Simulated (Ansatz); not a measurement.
Turning moments in Mn

We look at Mn: a test cell of our own (not relaxed), with 4 atoms per cell.

```
Mn
1.0
     5.61120    0.00000    0.00000
     0.00000    2.80560    0.00000
     0.00000    0.00000    2.80560
Mn
4
Direct
  0.00000 0.00000 0.00000
  0.25000 0.50000 0.50000
  0.50000 0.00000 0.00000
  0.75000 0.50000 0.50000
```

Atoms are numbered from 1 in the order listed.

All numbers below come from Ansatz, DFT, PBE, PAW (an earlier, harder data set), plane waves, scalar-relativistic.

* Plane-wave cutoff: 720 eV
* k-point mesh: 2×4×4 (Γ-centred)
* Occupations: Gaussian smearing, 0.1 eV

The mesh is coarse, so energy differences (and at times their sign) aren't converged.

Spins are non-collinear; moments are vectors (x, y, z) in μB. Without spin–orbit coupling a common rotation of all moments costs nothing, so only their relative directions matter.

Default search: extra SCF cycles where an unstable direction or a doubtful shell filling shows. With a search on, the program may also reshape the start on open shells.

A converged state need not be the lowest one of the cell; “lowest” counts the 2 runs made.

| starting vectors | settings | outcome | final moments | F − F(lowest) (meV/atom) |
| --- | --- | --- | --- | --- |
| Mn1 (0.00, 0.00, 2.80), Mn2 (0.00, 0.00, -2.80), Mn3 (0.00, 0.00, 2.80), Mn4 (0.00, 0.00, -2.80) | default search for lower states | converged in 34 iterations | no moments | 59.3 |
| Mn1 (0.00, 0.00, 2.80), Mn2 (0.00, 0.00, 2.80), Mn3 (0.00, 0.00, 2.80), Mn4 (0.00, 0.00, 2.80) | default search for lower states | converged in 15 iterations | site vectors not recorded: net moment 4.00 μB, absolute moment 4.11 μB | 0.0 |

The ends span 59.3 meV/atom.
